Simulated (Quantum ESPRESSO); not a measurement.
# GaP (F-43m) in Quantum ESPRESSO: a series of runs, part 2 of 2

Quantum ESPRESSO 7.5. The steps go on from the part before.

### 3 Single point, PBEsol

The input, scf.in:

```
&CONTROL
  calculation = 'scf'
  prefix = 'pwscf'
  outdir = './tmp'
  pseudo_dir = './pseudo'
/
&SYSTEM
  ibrav = 0
  nat = 2
  ntyp = 2
  ecutwfc = 80
  nbnd = 15
  occupations = 'smearing'
  smearing = 'fd'
  degauss = 0.00367493
  force_symmorphic = .true.
/
&ELECTRONS
  conv_thr = 4d-10
  electron_maxstep = 120
  mixing_beta = 0.5
/
ATOMIC_SPECIES
Ga    69.7230 Ga.upf
P     30.9738 P.upf
CELL_PARAMETERS bohr
   0.0000000000    5.1499761211    5.1499761211
   5.1499761211    0.0000000000    5.1499761211
   5.1499761211    5.1499761211    0.0000000000
ATOMIC_POSITIONS bohr
Ga     0.0000000000    0.0000000000    0.0000000000
P      7.7249641817    7.7249641817    7.7249641817
K_POINTS automatic
12 12 12 0 0 0
```

The input, nscf.in:

```
&CONTROL
  calculation = 'nscf'
  prefix = 'pwscf'
  outdir = './tmp'
  pseudo_dir = './pseudo'
/
&SYSTEM
  ibrav = 0
  nat = 2
  ntyp = 2
  ecutwfc = 80
  nbnd = 34
  occupations = 'fixed'
  force_symmorphic = .true.
/
&ELECTRONS
  conv_thr = 1d-08
  diago_full_acc = .true.
  diago_thr_init = 1d-06
/
ATOMIC_SPECIES
Ga    69.7230 Ga.upf
P     30.9738 P.upf
CELL_PARAMETERS bohr
   0.0000000000    5.1499761211    5.1499761211
   5.1499761211    0.0000000000    5.1499761211
   5.1499761211    5.1499761211    0.0000000000
ATOMIC_POSITIONS bohr
Ga     0.0000000000    0.0000000000    0.0000000000
P      7.7249641817    7.7249641817    7.7249641817
K_POINTS automatic
12 12 12 0 0 0
```

Potentials or basis: PseudoDojo 0.4.1 SR PBEsol standard.

Command:

```sh
$ OMP_NUM_THREADS=1 pw.x -in scf.in > scf.out
$ OMP_NUM_THREADS=1 pw.x -in nscf.in > nscf.out
```

scf.out:

```text
This program is part of the open-source Quantum ESPRESSO suite
     for quantum simulation of materials; please cite
[... 9 lines left out ...]
     --------------------
     sticks:   dense  smooth     PW     G-vecs:    dense   smooth      PW
     Sum        1159    1159    349                26469    26469    4279

     Using Slab Decomposition

     bravais-lattice index     =            0
     lattice parameter (alat)  =       7.2832  a.u.
     unit-cell volume          =     273.1780 (a.u.)^3
     number of atoms/cell      =            2
     number of atomic types    =            2
     number of electrons       =        18.00
     number of Kohn-Sham states=           15
     kinetic-energy cutoff     =      80.0000  Ry
     charge density cutoff     =     320.0000  Ry
     scf convergence threshold =      4.0E-10
     mixing beta               =       0.5000
     number of iterations used =            8  plain     mixing
     Exchange-correlation= PBESOL
                           (   1   4  10   8   0   0   0)

     celldm(1)=   7.283166  celldm(2)=   0.000000  celldm(3)=   0.000000
     celldm(4)=   0.000000  celldm(5)=   0.000000  celldm(6)=   0.000000

     crystal axes: (cart. coord. in units of alat)
               a(1) = (   0.000000   0.707107   0.707107 )
               a(2) = (   0.707107   0.000000   0.707107 )
               a(3) = (   0.707107   0.707107   0.000000 )

     reciprocal axes: (cart. coord. in units 2 pi/alat)
               b(1) = ( -0.707107  0.707107  0.707107 )
               b(2) = (  0.707107 -0.707107  0.707107 )
               b(3) = (  0.707107  0.707107 -0.707107 )

     PseudoPot. # 1 for Ga read from file:
     Ga.upf
     Pseudo is Norm-conserving + core correction, Zval = 13.0
[... 106 lines left out ...]
        k(   72) = (  -0.7071068   0.3535534   0.0000000), wk =   0.0069444

     Dense  grid:    26469 G-vectors     FFT dimensions: (  45,  45,  45)

     Initial potential from superposition of free atoms

     starting charge      17.9974, renormalised to      18.0000
     Starting wfcs are   13 randomized atomic wfcs +    2 random wfcs

     Self-consistent Calculation

     iteration #  1     ecut=    80.00 Ry     beta= 0.50
     Davidson diagonalization with overlap
     ethr =  1.00E-02,  avg # of iterations =  4.4

     Threshold (ethr) on eigenvalues was too large:
     Diagonalizing with lowered threshold

     Davidson diagonalization with overlap
     ethr =  3.75E-04,  avg # of iterations =  2.8

     total energy              =    -166.59437591 Ry
     estimated scf accuracy    <       0.06741064 Ry
[... 50 lines left out ...]
     iteration #  9     ecut=    80.00 Ry     beta= 0.50
     Davidson diagonalization with overlap
     ethr =  3.48E-11,  avg # of iterations =  2.0

     End of self-consistent calculation

          k = 0.0000 0.0000 0.0000 (  3287 PWs)   bands (ev):

    -7.0542  -7.0542  -7.0542  -6.9552  -6.9552  -5.0011   7.5194   7.5194
     7.5194   9.2557  11.3461  11.3461  11.3461  16.0971  17.2179
[... 308 lines left out ...]
    -7.1543  -7.0107  -6.9967  -6.9736  -6.9437  -2.0166   0.9343   3.5769
     4.9546  10.0755  12.2687  14.8926  15.2628  17.3226  18.4613

          k =-0.7071 0.1179-0.0000 (  3300 PWs)   bands (ev):

    -7.1669  -6.9949  -6.9932  -6.9840  -6.9358  -1.9849   0.7657   4.5501
     4.5853   9.5808   9.7828  16.8436  17.0016  18.8385  19.4018

          k =-0.2357-0.4714 0.7071 (  3301 PWs)   bands (ev):
[... 36 lines left out ...]
    -7.1517  -7.0158  -6.9945  -6.9705  -6.9464  -1.9129   0.9292   3.8949
     4.0473  12.1206  12.3436  13.5354  13.5499  19.0116  19.2950

     the Fermi energy is     8.2464 ev

!    total energy              =    -166.60464334 Ry
     estimated scf accuracy    <          3.7E-11 Ry
     smearing contrib. (-TS)   =      -0.00000000 Ry
     internal energy E=F+TS    =    -166.60464334 Ry

     The total energy is F=E-TS. E is the sum of the following terms:
     one-electron contribution =     -76.78974770 Ry
     hartree contribution      =      52.18548532 Ry
     xc contribution           =     -45.52275708 Ry
     ewald contribution        =     -96.47762389 Ry

     convergence has been achieved in   9 iterations

=------------------------------------------------------------------------------=
   JOB DONE.
=------------------------------------------------------------------------------=
```

nscf.out:

```text
This program is part of the open-source Quantum ESPRESSO suite
     for quantum simulation of materials; please cite
         "P. Giannozzi et al., J. Phys.:Condens. Matter 21 395502 (2009);
         "P. Giannozzi et al., J. Phys.:Condens. Matter 29 465901 (2017);
         "P. Giannozzi et al., J. Chem. Phys. 152 154105 (2020);
[... 736 lines left out ...]
    31.7423  33.4019  33.8105  35.2664  35.5015  36.2579  36.8167  37.1458
    38.3741  41.7922

     highest occupied, lowest unoccupied level (ev):     7.5194    8.9917

=------------------------------------------------------------------------------=
   JOB DONE.
=------------------------------------------------------------------------------=
```

Wall time 2.3 min (1 thread of Arm Neoverse V1, shared host); peak memory 0.1 GiB.

What came out:

```
Band gap on the k mesh, mean-field level : 1.47 eV, indirect (least direct gap 1.74 eV)
```

Levels at points of the mesh, in eV from the valence-band top:
| k point | band 5 | band 6 | band 7 | band 8 | band 9 | band 10 | band 11 | band 12 | band 13 | band 14 |
| --- | --- | --- | --- | --- | --- | --- | --- | --- | --- | --- |
| (0.00, 0.00, 0.00) | -14.47 | -12.52 | 0.00 | 0.00 | 0.00 | 1.74 | 3.83 | 3.83 | 3.83 | 8.58 |
| (0.00, 0.00, -0.50) | -14.47 | -10.44 | -6.69 | -1.13 | -1.13 | 1.58 | 4.65 | 4.65 | 8.09 | 10.73 |
| (0.00, -0.50, -0.50) | -14.45 | -9.53 | -6.80 | -2.71 | -2.71 | 1.52 | 1.72 | 10.52 | 10.52 | 11.06 |

### 4 Single point, LDA

The input, scf.in:

```
&CONTROL
  calculation = 'scf'
  prefix = 'pwscf'
  outdir = './tmp'
  pseudo_dir = './pseudo'
/
&SYSTEM
  ibrav = 0
  nat = 2
  ntyp = 2
  ecutwfc = 106
  nbnd = 20
  occupations = 'smearing'
  smearing = 'fd'
  degauss = 0.00367493
  force_symmorphic = .true.
/
&ELECTRONS
  conv_thr = 4d-10
  electron_maxstep = 120
  mixing_beta = 0.5
/
ATOMIC_SPECIES
Ga    69.7230 Ga.upf
P     30.9738 P.upf
CELL_PARAMETERS angstrom
   0.0000000000    2.7252500000    2.7252500000
   2.7252500000    0.0000000000    2.7252500000
   2.7252500000    2.7252500000    0.0000000000
ATOMIC_POSITIONS crystal
Ga     0.0000000000    0.0000000000    0.0000000000
P      0.7500000000    0.7500000000    0.7500000000
K_POINTS automatic
8 8 8 0 0 0
```

The input, nscf.in:

```
&CONTROL
  calculation = 'nscf'
  prefix = 'pwscf'
  outdir = './tmp'
  pseudo_dir = './pseudo'
/
&SYSTEM
  ibrav = 0
  nat = 2
  ntyp = 2
  ecutwfc = 106
  nbnd = 93
  occupations = 'fixed'
  force_symmorphic = .true.
/
&ELECTRONS
  conv_thr = 1d-08
  diago_full_acc = .true.
  diago_thr_init = 1d-06
/
ATOMIC_SPECIES
Ga    69.7230 Ga.upf
P     30.9738 P.upf
CELL_PARAMETERS angstrom
   0.0000000000    2.7252500000    2.7252500000
   2.7252500000    0.0000000000    2.7252500000
   2.7252500000    2.7252500000    0.0000000000
ATOMIC_POSITIONS crystal
Ga     0.0000000000    0.0000000000    0.0000000000
P      0.7500000000    0.7500000000    0.7500000000
K_POINTS automatic
4 4 4 0 0 0
```

Potentials or basis: PseudoDojo 0.4.1 SR LDA stringent.

Command:

```sh
$ OMP_NUM_THREADS=1 pw.x -in scf.in > scf.out
$ OMP_NUM_THREADS=1 pw.x -in nscf.in > nscf.out
```

Run time: 69 s. Hardware: 1 thread of Arm Neoverse V1, shared host; peak memory 0.1 GiB.

It converged, with:

| Item | Value |
| --- | --- |
| Band gap on the k mesh, mean-field level | 1.50 eV, indirect (least direct gap 1.60 eV) |

Levels at points of the mesh, in eV from the valence-band top:
| k point | band 11 | band 12 | band 13 | band 14 | band 15 | band 16 |
| --- | --- | --- | --- | --- | --- | --- |
| (0.00, 0.00, 0.00) | 0.00 | 0.00 | 0.00 | 1.60 | 3.80 | 3.80 |
| (0.00, 0.00, -0.50) | -6.71 | -1.13 | -1.13 | 1.50 | 4.63 | 4.63 |
| (0.00, -0.50, -0.50) | -6.85 | -2.70 | -2.70 | 1.50 | 1.69 | 10.43 |

Caveat: the k mesh is coarse (spacing up to 0.50 Å⁻¹), so the values aren't converged.

### 5 Summary

| level | potentials or basis | k mesh | cutoff (eV) | k mesh of the self-consistent run | form of the LDA | mesh quality | gap on the mesh (eV) |
| --- | --- | --- | --- | --- | --- | --- | --- |
| LDA | PseudoDojo 0.4.1 SR LDA standard | 4 × 4 × 4 | 1088 | 8 × 8 × 8 | PW92 | coarse | 1.50 |
| PBEsol | PseudoDojo 0.4.1 SR PBEsol standard | 12 × 12 × 12 | 1088 | 12 × 12 × 12 | - | not flagged | 1.47 |
| LDA | PseudoDojo 0.4.1 SR LDA stringent | 4 × 4 × 4 | 1442 | 8 × 8 × 8 | PW92 | coarse | 1.50 |

Alike in all rows: task single point; no spin polarisation; cell as given; smearing fixed.

Caveats: some runs use coarse meshes.

Total energies depend on the potentials used, so only differences within one code and one set of settings carry meaning.

### 6 Against experiment

Step 3. Against the measured gap of GaP, 2.34 eV (indirect; 10 K; quoted in “Stacking defects in GaP nanowires: Electronic structure and optical properties”, 2018, arxiv:1810.01194), the calculated 1.47 eV is off by -0.87 eV. Spin-orbit coupling on Ga is left out. The value is that of PBEsol on a finite k mesh, which can miss the band edges, without temperature or zero-point motion. Semilocal functionals fall short of measured gaps as a rule.
